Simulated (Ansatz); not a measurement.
# NaI: the cost of one run

Method: DFT, at the level named in each step, in Ansatz 0.2.0.

## (1) The structure to begin with

Symmetry: Fm-3m, No. 225, cubic system. The conventional cell has a = 6.473 Å, b = 6.473 Å, c = 6.473 Å, α = 90.00°, β = 90.00°, γ = 90.00°. Around Na (site symmetry m-3m) lie 6 I at 3.24 Å. I (site symmetry m-3m) is surrounded by 6 Na at 3.24 Å.

As a file:

```xyz
2
Lattice="0.0000 3.2364 3.2364 3.2364 0.0000 3.2364 3.2364 3.2364 0.0000" Properties=species:S:1:pos:R:3 pbc="T T T"
Na    0.0000    0.0000    0.0000
I     3.2364    3.2364    3.2364
```

The geometry is a database entry used as it stands. It may stem from high pressure or temperature, or be incomplete, so it serves as a test cell.

Atoms are numbered in the order of the input: Na1, I2.

## (2) No relativity, LAPW

input.yaml reads:

```yaml
crystal:
  lattice:
    - [0.0, 3.2364, 3.2364]
    - [3.2364, 0.0, 3.2364]
    - [3.2364, 3.2364, 0.0]
  atoms:
    - { symbol: Na, position: [0.0, 0.0, 0.0] }
    - { symbol: I, position: [0.5, 0.5, 0.5] }
kpoints:
  mp_grid: { grid: [8, 8, 8] }
  band_path:
    path:
      - [0.0, 0.0, 0.0]
      - [0.5, 0.0, 0.5]
      - [0.625, 0.25, 0.625]
      - [0.375, 0.375, 0.75]
      - [0.0, 0.0, 0.0]
      - [0.5, 0.5, 0.5]
      - [0.5, 0.25, 0.75]
      - [0.5, 0.0, 0.5]
    npoints: 5
scf:
  occupations: { method: fermi_dirac, width: 0.02 }
hamiltonian:
  xc: pbe
  pseudopotentials:
    kind: all_electron
    lapw: { basis_error: 0.001 }
    relativity: none
output:
  forces: true
  stress: true
  eigenvalues: true
```

On the command line:

```
> ansatz run input.yaml --threads 1 --pin off --max-ram 2048MiB --backend cpu --events-out ev --progress --plain --runs-dir out
```

Q: Estimate wall time and peak memory on 1 thread of Intel Xeon Platinum 8488C (Sapphire Rapids), shared host.

About 3.1 s, with a peak of 0.3 GiB.
